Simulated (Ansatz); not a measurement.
# Polymorphs of Hg₂S₃

These are results of DFT PBE, scalar-relativistic, plane waves, PAW in Ansatz, not measurements. Settings: cutoff 420 eV, Γ-centred meshes no coarser than 0.19 Å⁻¹ for metals and 0.3 Å⁻¹ for insulators (2π included), Gaussian smearing.

All energies are static (0 K, no zero-point motion). The comparison covers the computed candidates alone. For metals, differences of a few meV/atom aren't resolved. No dispersion correction is applied, so the spacing between layers, chains or molecules is poorly fixed, and with it the volume and density (Hg2S3 P-3m1). Spin–orbit coupling is left out. No run is spin-polarised.

| # | started from | space group | atoms | V (Å³/atom) | ΔE (meV/atom) | gap on mesh (eV) |
| --- | --- | --- | --- | --- | --- | --- |
| 1 | tetradymite type | R-3m (No. 166) | 5 | 20.8 | 0 | 0.00 |
| 2 | A-type sesquioxide type, changed | P-3m1 (No. 164) | 5 | 21.9 | 47 | 0.00 |

The lowest structure: Space group R-3m (No. 166), trigonal, a = 3.911 Å, c = 23.535 Å. Hg has 6 S at 2.67–2.80 Å; S on Wyckoff site a (1 atom of the primitive cell) has 6 Hg at 2.80 Å; around S on Wyckoff site c (2 atoms of the primitive cell) lie 3 Hg at 2.67 Å and 3 S at 2.83 Å. Its energy against the elements is 0.25 eV/atom, so it is unstable even against them. The zero of energy is the lowest elemental structures computed at the same level; no fitted shifts are applied.

Space group R-3m:H (No. 166). a = 3.911 Å, b = 3.911 Å, c = 23.535 Å, α = 90.00°, β = 90.00°, γ = 120.00°
```
atom  site  symmetry       x       y       z
  Hg    6c        3m  0.3333  0.6667  0.0701
   S    3a       -3m  0.0000  0.0000  0.0000
   S    6c        3m  0.0000  0.0000  0.2031
```

The second: Space group P-3m1 (No. 164), trigonal, a = 3.892 Å, c = 8.339 Å. Around Hg lie 3 S at 2.61 Å and 3 S at 2.80 Å; around S on Wyckoff site a (1 atom of the primitive cell) lie 6 Hg at 2.80 Å; S on Wyckoff site d (2 atoms of the primitive cell) has 3 Hg at 2.61 Å.